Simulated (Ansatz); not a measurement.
# Ge: molecular dynamics

Purpose: to heat the crystal hard, then run on and watch the hot state. Runs: 90 steps of 2.25 fs under a Langevin thermostat at 4200 K; 80 steps of 9 fs under a Langevin thermostat and barostat at 2940 K and 20 GPa. The start is the crystal (diamond), its volume scaled by 1.15.

Method: DFT PBE+D3(BJ), plane waves, PAW, scalar-relativistic, no spin polarisation, in Ansatz 0.2.0.

### 1 The starting structure

The cell holds 16 atoms (Ge16): a = 8.386 Å, b = 8.386 Å, c = 8.386 Å, α = 60.00°, β = 60.00°, γ = 60.00°.

Coordinates:

```
Ge
1.0
     0.00000    5.92992    5.92992
     5.92992    0.00000    5.92992
     5.92992    5.92992    0.00000
Ge
16
Cartesian
  0.0000 0.0000 0.0000
  1.4825 1.4825 1.4825
  2.9650 2.9650 0.0000
  4.4474 4.4474 1.4825
  2.9650 0.0000 2.9650
  4.4474 1.4825 4.4474
  5.9299 2.9650 2.9650
  7.4124 4.4474 4.4474
  0.0000 2.9650 2.9650
  1.4825 4.4474 4.4474
  2.9650 5.9299 2.9650
  4.4474 7.4124 4.4474
  2.9650 2.9650 5.9299
  4.4474 4.4474 7.4124
  5.9299 5.9299 5.9299
  7.4124 7.4124 7.4124
```

### 2 Run 1

90 steps of 2.25 fs under a Langevin thermostat at 4200 K.

Input file input.yaml:

```yaml
crystal:
  lattice:
    - [0.0, 5.929923, 5.929923]
    - [5.929923, 0.0, 5.929923]
    - [5.929923, 5.929923, 0.0]
  atoms:
    - { symbol: Ge, position: [0.0, 0.0, 0.0] }
    - { symbol: Ge, position: [0.125, 0.125, 0.125] }
    - { symbol: Ge, position: [0.0, 0.0, 0.5] }
    - { symbol: Ge, position: [0.125, 0.125, 0.625] }
    - { symbol: Ge, position: [0.0, 0.5, 0.0] }
    - { symbol: Ge, position: [0.125, 0.625, 0.125] }
    - { symbol: Ge, position: [0.0, 0.5, 0.5] }
    - { symbol: Ge, position: [0.125, 0.625, 0.625] }
    - { symbol: Ge, position: [0.5, 0.0, 0.0] }
    - { symbol: Ge, position: [0.625, 0.125, 0.125] }
    - { symbol: Ge, position: [0.5, 0.0, 0.5] }
    - { symbol: Ge, position: [0.625, 0.125, 0.625] }
    - { symbol: Ge, position: [0.5, 0.5, 0.0] }
    - { symbol: Ge, position: [0.625, 0.625, 0.125] }
    - { symbol: Ge, position: [0.5, 0.5, 0.5] }
    - { symbol: Ge, position: [0.625, 0.625, 0.625] }
basis:
  ecutwfc: 420.0
kpoints:
  mp_grid: { grid: [2, 2, 2] }
hamiltonian:
  xc: pbe
  dispersion: d3bj
scf:
  occupations: { method: fermi_dirac, width: 0.36 }
  lower_state_search: "off"
md:
  timestep: 2.25
  n_steps: 90
  ensemble: nvt_langevin
  temperature: 4200.0
  initial_velocities: maxwell_boltzmann
  seed: 816832
  friction: 0.02
```

Run with:

```bash
ansatz run input.yaml --threads 2 --pin off --max-ram 5120MiB --backend cpu --events-out ev --progress --plain --runs-dir out
```

The log of the run, cut to the lines that bear on the results:

```text
Warning: md: disabling space-group detection — thermal motion breaks the input geometry's symmetry, so no spatial operation reduces the k-mesh or symmetrises the density; time reversal is kept, so that k and −k are solved as one point where they differ and the mesh holds both, and exact [...]
Warning: RAYON_NUM_THREADS=2 ignored (pool sized by the plan → 2); use --threads N
band count auto-derived: 151 (N_el = 224.0; filled up to band 112; 135 by the electrons, moments and atoms)
[...]
Pseudopotentials: kind: paw
Pseudopotential: Ge, paw, valence charge 14, recommended cutoff 420 eV (normal), Ge.paw.azcp
Functional definition: PBE
[...]
Crystal: 16 atoms, lattice volume = 417.039 Å³
Basis set: ecut = 420 eV, 8099 PW (Γ), exchange–correlation on 120×120×120 points (8 copies of the dense FFT grid, shifted against one another)
Bands: 151, of which v1, the nominal top of the filled ones, is band 112 counted from 1 (111 counted from 0)
Symmetry: 1 space group operations
k-points: 8
[...]
SCF iter   1: F=—  HF=-68722.733260 eV  |F-HF|=—  |Δ(HF+E_count)|=         —  Δρ=2.09e-3  dr2=1.35e-2  ethr=1.77e-3  ⟨swp⟩=5.0  Hψ=3908  notcnv=0
[...]
md step     0: t =     0.00 fs  T =  3937.5 K  F+E_penalty+E_count = -68722.73164953 eV  E_kin = 8.143380 eV  (7 SCF iters)
[...]
md step     9: t =    20.25 fs  T =  3317.5 K  F+E_penalty+E_count = -68720.46950947 eV  E_kin = 6.861090 eV  (5 SCF iters)
[...]
md step    18: t =    40.50 fs  T =  2670.1 K  F+E_penalty+E_count = -68718.10644264 eV  E_kin = 5.522275 eV  (6 SCF iters)
[...]
md step    27: t =    60.75 fs  T =  5397.3 K  F+E_penalty+E_count = -68717.97445675 eV  E_kin = 11.162578 eV  (5 SCF iters)
[...]
md step    89: t =   200.25 fs  T =  3306.3 K  F+E_penalty+E_count = -68717.73096165 eV  E_kin = 6.837906 eV  (6 SCF iters)
[...]
WARN: dispersion: an atom stands within reach of a switch of its C6 between two reference coordination numbers of its element: through that C6 alone, e_disp changes by 0.025 eV or more while the distances to its neighbours run over a stretch of 0.05 Å that contains this geometry (sites [...]
md step    90: t =   202.50 fs  T =  3199.4 K  F+E_penalty+E_count = -68717.66795637 eV  E_kin = 6.616959 eV  (7 SCF iters)
SCF converged after 7 iterations
Free energy (F): -68717.667956 eV
[...]
E sigma→0 (E₀):  -68715.761768 eV
Entropy (-TS):   -3.812376 eV (-238.274 meV/atom)
Fermi energy:    6.686635 eV
[...]
--- Forces (eV/Å), atoms counted from 1 ---
  atom   1  Ge     0.44328107     0.57424569    -0.09232480
  atom   2  Ge     0.51171728    -1.49858577    -0.60700911
  atom   3  Ge     0.32564425     0.31240454    -0.46499815
  atom   4  Ge    -0.89867718    -0.07114902     0.11694669
  atom   5  Ge    -0.66620371    -0.07663667     0.30526948
  atom   6  Ge    -0.31231230    -0.24753202     0.35941964
  atom   7  Ge     1.22140621     0.59996923     0.07728465
  atom   8  Ge     0.70715348     0.20832699     0.12942672
[...]
--- MD trajectory: 90 steps, t = 0.0 → 202.5 fs ---
  final state: T = 3199.4 K   F+E_penalty+E_count = -68717.66795637 eV   E_kin = 6.616959 eV
```

It took 14 min on 2 threads of Intel Xeon Platinum 8488C (Sapphire Rapids), shared host; peak memory 1.5 GiB.

### 3 Frames and traces

One step in 4; energies are changes from step 0; msd is the mean square displacement from the start, the centre of mass held:

```csv
time (fs),T (K),potential energy change (meV/atom),msd Ge (Å²)
0.0,3938,0.0,0.000
9.0,3922,33.7,0.010
18.0,3044,118.7,0.036
27.0,3315,190.0,0.068
36.0,3357,247.4,0.101
45.0,2657,332.1,0.135
54.0,4133,331.4,0.162
63.0,5673,296.7,0.194
72.0,5729,317.6,0.239
81.0,4411,340.2,0.293
90.0,3766,379.6,0.348
99.0,3349,425.8,0.411
108.0,2463,413.0,0.467
117.0,3601,351.5,0.518
126.0,3779,297.3,0.572
135.0,3285,273.9,0.625
144.0,2339,281.7,0.689
153.0,2483,297.9,0.764
162.0,2391,304.5,0.849
171.0,2802,297.1,0.927
180.0,2559,294.8,1.001
189.0,2081,302.3,1.053
198.0,2894,309.5,1.095
202.5,3199,316.5,1.121
```

time (fs), T (K) and a bar:
```
      0.0       3938 ##############
      9.0       3922 ##############
     18.0       3044 #####
     27.0       3315 ########
     36.0       3357 ########
     45.0       2657 #
     51.8       3255 #######
     60.8       5397 ##############################
     69.8       5407 ##############################
     78.8       4601 #####################
     87.8       4344 ###################
     96.8       3319 ########
    105.8       2759 ##
    114.8       3606 ###########
    123.8       3503 ##########
    132.8       3686 ############
    141.8       3206 #######
    150.8       2621 
    157.5       3289 #######
    166.5       2679 #
    175.5       2691 #
    184.5       2583 
    193.5       2866 ###
    202.5       3199 #######
```

Pair distribution over the second half of the run:

```
r (Å)  g Ge–Ge
 0.68     0.00
 0.84     0.00
 1.00     0.00
 1.16     0.00
 1.32     0.00
 1.48     0.00
 1.64     0.00
 1.80     0.00
 1.96     0.00
 2.12     0.16
 2.28     0.61
 2.44     1.21
 2.60     1.81
 2.76     1.97
 2.92     1.24
 3.08     0.90
 3.24     0.59
```

First peaks of g(r) (not always the tallest), and, where a minimum follows, the mean number of second-named atoms round a first-named one up to the next minimum:

| pair | peak (Å) | height | minimum (Å) | neighbours |
| --- | --- | --- | --- | --- |
| Ge–Ge | 2.76 | 2.0 | - | - |

### 4 Frames from the trajectory

Positions (Å) and forces (eV/Å):

```xyz
16
Lattice="0.000 5.930 5.930 5.930 0.000 5.930 5.930 5.930 0.000" Properties=species:S:1:pos:R:3:forces:R:3 pbc="T T T" time_fs=33.8 T=3549 dE=3.6952
Ge    0.190   -0.145   -0.084   -3.659   -0.556   -0.762
Ge    1.268    1.265    1.240    1.265    1.040    2.419
Ge    2.683    2.765    0.038   -0.062    1.043    0.040
Ge    4.218    4.245    1.342    0.639    0.547    0.457
Ge    2.818    0.117    3.076    0.784    0.323   -0.444
Ge    4.285    1.967    4.359   -0.738   -1.226    0.807
Ge    5.932    3.030    3.016    0.558    0.286   -0.659
Ge    7.455    4.493    4.528   -0.706    0.095   -0.009
Ge    0.150    2.901    2.737   -0.583    0.312    1.153
Ge    1.667    4.566    4.603   -0.710   -2.110   -0.308
Ge    2.756    5.699    2.984    1.862    1.540   -1.453
Ge    4.329    7.621    4.673    1.183   -1.002   -1.703
Ge    2.689    3.162    6.306    1.287   -0.081   -0.566
Ge    4.591    4.491    7.354   -0.383    0.177    0.635
Ge    5.939    6.157    6.044   -2.141   -1.693   -2.208
Ge    7.424    7.218    7.278    1.402    1.306    2.599
16
Lattice="0.000 5.930 5.930 5.930 0.000 5.930 5.930 5.930 0.000" Properties=species:S:1:pos:R:3:forces:R:3 pbc="T T T" time_fs=67.5 T=5306 dE=4.9095
Ge    0.240   -0.325   -0.475   -4.435    2.514    1.751
Ge    0.899    1.067    1.299    1.095    0.968    0.795
Ge    2.587    2.852   -0.033    0.012   -0.121   -0.356
Ge    3.993    4.359    1.407    1.264   -0.587   -0.423
Ge    2.621    0.264    3.152    0.504    0.111   -0.264
Ge    4.038    2.199    4.427   -0.086   -0.594   -0.129
Ge    5.991    2.878    2.893   -0.830    0.346    0.001
Ge    7.039    4.592    4.382    0.637   -0.304    0.440
Ge    0.225    3.008    2.879   -1.106   -0.451   -0.164
Ge    1.594    4.299    4.474    2.195   -3.187   -1.442
Ge    2.700    5.688    2.956    1.923    0.586    0.593
Ge    4.617    7.475    4.616   -2.413    2.337   -2.387
Ge    2.545    3.359    6.549    1.452    0.626   -0.106
Ge    4.607    4.851    7.673   -0.741   -0.518    0.600
Ge    5.738    6.138    5.928    2.188   -1.799    1.881
Ge    7.620    7.305    7.561   -1.659    0.073   -0.790
16
Lattice="0.000 5.930 5.930 5.930 0.000 5.930 5.930 5.930 0.000" Properties=species:S:1:pos:R:3:forces:R:3 pbc="T T T" time_fs=101.2 T=3087 dE=6.8510
Ge    0.047   -0.300   -0.830   -0.826    0.701    0.881
Ge    1.075    0.977    1.655   -2.220    1.298   -3.509
Ge    2.500    2.659   -0.003    0.249    0.339   -0.184
Ge    4.126    4.548    1.334    2.308   -2.412   -3.263
Ge    2.408    0.399    3.267    2.219   -0.791    3.097
Ge    3.930    2.309    4.599   -0.006   -0.366   -0.308
Ge    6.095    2.849    2.576   -1.631    0.781    0.417
Ge    6.541    4.565    4.368    2.212   -2.727   -2.198
Ge   -0.054    3.064    2.951    0.897    2.245   -3.334
Ge    1.732    4.007    4.222    0.605   -0.220    0.421
Ge    3.071    5.560    2.943   -0.398    1.955    2.749
Ge    4.870    7.610    4.255   -3.004   -2.592    2.731
Ge    2.499    3.523    6.560    0.660    0.336    0.556
Ge    4.411    5.381    7.982    0.332   -0.866   -0.035
Ge    5.810    5.942    5.859   -1.082    2.568    2.973
Ge    7.760    7.259    7.720   -0.317   -0.247   -0.995
16
Lattice="0.000 5.930 5.930 5.930 0.000 5.930 5.930 5.930 0.000" Properties=species:S:1:pos:R:3:forces:R:3 pbc="T T T" time_fs=135.0 T=3285 dE=4.3820
Ge   -0.201   -0.419   -1.054    0.003    0.660    0.151
Ge    0.984    1.064    1.532   -0.201    0.192   -1.037
Ge    2.495    2.628   -0.067    0.117    0.232   -0.165
Ge    4.368    4.577    0.894   -0.110   -0.798    0.169
Ge    2.503    0.554    3.381   -0.990    0.539    1.350
Ge    4.169    2.544    4.487   -0.199   -0.489    0.262
Ge    5.942    2.894    2.392   -0.252   -0.043   -0.597
Ge    6.361    4.375    4.370    1.214   -0.718   -0.419
Ge   -0.231    3.144    2.627    0.187   -0.130    0.072
Ge    1.736    3.863    4.323   -0.372    0.011   -1.918
Ge    3.389    5.520    3.100   -0.419    0.087   -0.478
Ge    4.604    7.401    4.224   -0.457    0.164    0.731
Ge    2.373    3.903    6.558    0.414   -0.187    1.902
Ge    4.359    5.616    8.216    1.213   -0.891   -0.709
Ge    5.768    5.897    6.056    0.020    1.304    0.846
Ge    7.758    7.208    7.366   -0.169    0.068   -0.159
16
Lattice="0.000 5.930 5.930 5.930 0.000 5.930 5.930 5.930 0.000" Properties=species:S:1:pos:R:3:forces:R:3 pbc="T T T" time_fs=168.8 T=2880 dE=4.8043
Ge   -0.492   -0.373   -0.994    1.273    1.438   -1.610
Ge    0.894    1.105    1.389    0.290   -0.299   -0.250
Ge    2.305    2.569   -0.275    0.393    0.155   -0.115
Ge    4.496    4.388    0.696   -1.650   -1.363    1.864
Ge    2.582    0.907    3.560   -0.988    0.402    0.488
Ge    4.235    2.886    4.447   -0.360   -0.454    0.332
Ge    5.812    2.803    2.170    0.251   -0.682   -0.763
Ge    6.402    4.217    4.112    0.835    0.549    0.632
Ge   -0.284    3.188    2.309   -0.139   -0.190    0.681
Ge    1.534    3.704    4.444   -0.439   -0.048   -1.386
Ge    3.317    5.446    3.162   -0.506   -0.592   -0.832
Ge    4.497    7.199    4.345    0.284    0.899    0.469
Ge    2.243    4.134    6.699    0.225    0.047    1.170
Ge    4.453    5.867    8.300    0.366   -0.374   -0.071
Ge    5.880    5.915    6.229    0.202    0.247   -0.531
Ge    7.909    7.146    7.258   -0.037    0.265   -0.077
16
Lattice="0.000 5.930 5.930 5.930 0.000 5.930 5.930 5.930 0.000" Properties=species:S:1:pos:R:3:forces:R:3 pbc="T T T" time_fs=202.5 T=3199 dE=5.0637
Ge   -0.674   -0.085   -1.044    0.443    0.574   -0.092
Ge    0.607    1.287    1.155    0.512   -1.499   -0.607
Ge    2.249    2.515   -0.282    0.326    0.312   -0.465
Ge    4.528    4.267    0.728   -0.899   -0.071    0.117
Ge    2.583    0.948    3.634   -0.666   -0.077    0.305
Ge    4.226    2.999    4.364   -0.312   -0.247    0.359
Ge    5.637    2.532    2.077    1.221    0.600    0.077
Ge    6.407    4.260    4.125    0.707    0.208    0.129
Ge   -0.245    3.137    2.347   -0.861    0.845    0.827
Ge    1.494    3.489    4.232    0.106    0.277    0.401
Ge    2.848    5.578    3.365    0.458    0.177    0.031
Ge    4.659    7.293    4.516   -0.549    0.157   -0.288
Ge    2.164    4.253    6.883   -0.342   -0.288   -0.073
Ge    4.649    6.261    8.282   -0.705   -0.948    0.574
Ge    5.907    5.920    6.258    0.926   -0.291   -0.819
Ge    8.021    7.167    7.401   -0.364    0.269   -0.477
```

On run 1: Against a set 4200 K the second half averages 2957 K with a spread of 480 K (in equilibrium 16 atoms would scatter by about 857 K, over a far longer run). By the end 1 of 16 atoms (1 Ge) stand more than 1.80 Å from where they began, which a hop or a large turn of a group can both give. Counted from the crystal's sites, with the common drift removed, the atoms stand 1.04 Å away over the last tenth of the run (root mean square), 40 % of the neighbour distance: well past the 10 to 20 % at which crystals usually melt, so the lattice order is being lost.

### 5 Run 2

80 steps of 9 fs under a Langevin thermostat and barostat at 2940 K and 20 GPa, starting from the last frame of an earlier run, with new velocities.

Input file input.yaml:

```yaml
crystal:
  lattice:
    - [0.0, 5.929923, 5.929923]
    - [5.929923, 0.0, 5.929923]
    - [5.929923, 5.929923, 0.0]
  atoms:
    - { symbol: Ge, position: [-0.03836153, -0.13763085, 0.02397627] }
    - { symbol: Ge, position: [0.15476633, 0.04001376, 0.06232098] }
    - { symbol: Ge, position: [-0.00132956, -0.04622099, 0.42543674] }
    - { symbol: Ge, position: [0.03942546, 0.083416, 0.68009723] }
    - { symbol: Ge, position: [0.16857253, 0.44422412, -0.00865573] }
    - { symbol: Ge, position: [0.26449422, 0.47146866, 0.24125716] }
    - { symbol: Ge, position: [-0.08673295, 0.43690442, 0.51367904] }
    - { symbol: Ge, position: [0.16677546, 0.52891145, 0.55159695] }
    - { symbol: Ge, position: [0.48303766, -0.08727937, 0.0459828] }
    - { symbol: Ge, position: [0.52500399, 0.18860175, 0.06334394] }
    - { symbol: Ge, position: [0.51391852, 0.05356042, 0.42678977] }
    - { symbol: Ge, position: [0.60280387, 0.15868452, 0.62705785] }
    - { symbol: Ge, position: [0.75651405, 0.404196, -0.03931637] }
    - { symbol: Ge, position: [0.83427969, 0.56241054, 0.22151404] }
    - { symbol: Ge, position: [0.528767, 0.52656866, 0.46957407] }
    - { symbol: Ge, position: [0.55194088, 0.69606959, 0.65664509] }
basis:
  ecutwfc: 420.0
kpoints:
  mp_grid: { grid: [2, 2, 2] }
hamiltonian:
  xc: pbe
  dispersion: d3bj
scf:
  occupations: { method: fermi_dirac, width: 0.36 }
  lower_state_search: "off"
md:
  timestep: 9.0
  n_steps: 80
  ensemble: npt_langevin
  temperature: 2940.0
  initial_velocities: maxwell_boltzmann
  seed: 500365
  friction: 0.005
  pressure: 20.0
  fix_cell: [shape]
```

Run with:

```bash
ansatz run input.yaml --threads 2 --pin off --max-ram 5120MiB --backend cpu --events-out ev --progress --plain --runs-dir out
```

The log of the run, cut to the lines that bear on the results:

```text
Warning: md: disabling space-group detection — thermal motion breaks the input geometry's symmetry, so no spatial operation reduces the k-mesh or symmetrises the density; time reversal is kept, so that k and −k are solved as one point where they differ and the mesh holds both, and exact [...]
Warning: RAYON_NUM_THREADS=2 ignored (pool sized by the plan → 2); use --threads N
band count auto-derived: 151 (N_el = 224.0; filled up to band 112; 135 by the electrons, moments and atoms)
[...]
[... 3 set-up lines as earlier in the session ...]
[...]
Crystal: 16 atoms, lattice volume = 417.039 Å³
Basis set: ecut = 420 eV (smoothed over ±3.0 %; plane waves to 437.0 eV, density to 1747.9 eV), 8657 PW (Γ), exchange–correlation on 120×120×120 points (8 copies of the dense FFT grid, shifted against one another)
Bands: 151, of which v1, the nominal top of the filled ones, is band 112 counted from 1 (111 counted from 0)
[... 1 set-up line as earlier in the session ...]
k-points: 8
[...]
SCF iter   1: F=—  HF=-68717.687206 eV  |F-HF|=—  |Δ(HF+E_count)|=         —  Δρ=2.54e-3  dr2=1.05e-1  ethr=1.77e-3  ⟨swp⟩=5.2  Hψ=4257  notcnv=0
[...]
WARN: dispersion: an atom stands within reach of a switch of its C6 between two reference coordination numbers of its element: through that C6 alone, e_disp changes by 0.025 eV or more while the distances to its neighbours run over a stretch of 0.05 Å that contains this geometry (sites [...]
md step     0: t =     0.00 fs  T =  2756.3 K  F+E_penalty+E_count = -68717.66779050 eV  E_kin = 5.700366 eV  conserved = -68661.43681602 eV  P_inst = -1.2988 GPa  V = 417.0395 Å³  selection 1  (8 SCF iters)
[...]
md step     1: t =     9.00 fs  T =  3314.2 K  F+E_penalty+E_count = -68717.72632835 eV  E_kin = 6.854288 eV  conserved = -68661.44846346 eV  P_inst = -1.0072 GPa  V = 416.8888 Å³  selection 1  (8 SCF iters, 3 dispersion substeps)
[...]
SCF iter   6: F=—  HF=-68717.434646 eV  |F-HF|=—  |Δ(HF+E_count)|=   1.44e-4  Δρ=9.56e-6  dr2=4.83e-7  ethr=4.44e-9  ⟨swp⟩=2.0  Hψ=2081  notcnv=0
[...]
```

### 6 The log goes on: dynamics from the last frame of the run before

The log, continued, cut to the lines that bear on the results:

```text
WARN: dispersion: an atom stands within reach of a switch of its C6 between two reference coordination numbers of its element: through that C6 alone, e_disp changes by 0.025 eV or more while the distances to its neighbours run over a stretch of 0.05 Å that contains this geometry (sites [...]
md step     2: t =    18.00 fs  T =  3525.1 K  F+E_penalty+E_count = -68717.43464619 eV  E_kin = 7.290426 eV  conserved = -68661.44570660 eV  P_inst = -0.2301 GPa  V = 416.6105 Å³  selection 1  (8 SCF iters, 3 dispersion substeps)
[...]
md step     6: t =    54.00 fs  T =  2643.1 K  F+E_penalty+E_count = -68716.15238654 eV  E_kin = 5.466252 eV  conserved = -68661.41523856 eV  P_inst = 1.6703 GPa  V = 413.9088 Å³  selection 1  (8 SCF iters, 3 dispersion substeps)
[...]
md step    10: t =    90.00 fs  T =  3215.0 K  F+E_penalty+E_count = -68716.81355378 eV  E_kin = 6.649234 eV  conserved = -68661.42634985 eV  P_inst = 1.8407 GPa  V = 408.2847 Å³  selection 1  (8 SCF iters, 3 dispersion substeps)
[...]
  atom   2  Ge     1.97055712    -0.44700235    -0.32558122
  atom   3  Ge    -0.58176027    -0.46184097    -0.16806401
  atom   4  Ge     0.15344112    -0.98541512     0.17402201
  atom   5  Ge    -0.44198155    -0.22804107    -1.37224269
  atom   6  Ge    -1.88406081    -0.38474144     0.95991192
  atom   7  Ge     2.42546206    -0.39341699    -0.90057555
  atom   8  Ge    -0.77881112    -0.88634675     0.20671755
[...]
--- Stress (GPa, compression-positive) ---
       18.436941       0.493499      -1.577906
        0.493499      17.266353       1.291587
       -1.577906       1.291587      18.405722
  P = ⅓ Tr σ = 18.0363 GPa (180.363 kbar)
--- MD trajectory: 80 steps, t = 0.0 → 720.0 fs ---
  final state: T = 3325.7 K   F+E_penalty+E_count = -68716.03160370 eV   E_kin = 6.878164 eV
  conserved energy: peak-to-peak 1.276e-1 eV (7.973e-3 eV/atom) at the most on one of 5 selections of grids, which stood over 108.0 fs
  cell: V = 279.5234 Å³ at the end; means of 81 rows, the approach among them: V = 346.3833 Å³, P_inst = 8.3709 GPa
  mean static stress (GPa): xx 6.2209  yy 6.5103  zz 6.5985  yz -0.0291  xz -0.4936  xy 0.3283
  the result is of one more SCF, on plane waves selected at the last cell: its energy does not rank with the rows'
```

Wall time 14 min (2 threads of Intel Xeon Platinum 8488C (Sapphire Rapids), shared host); peak memory 1.6 GiB.

[end of part 1 of 2]
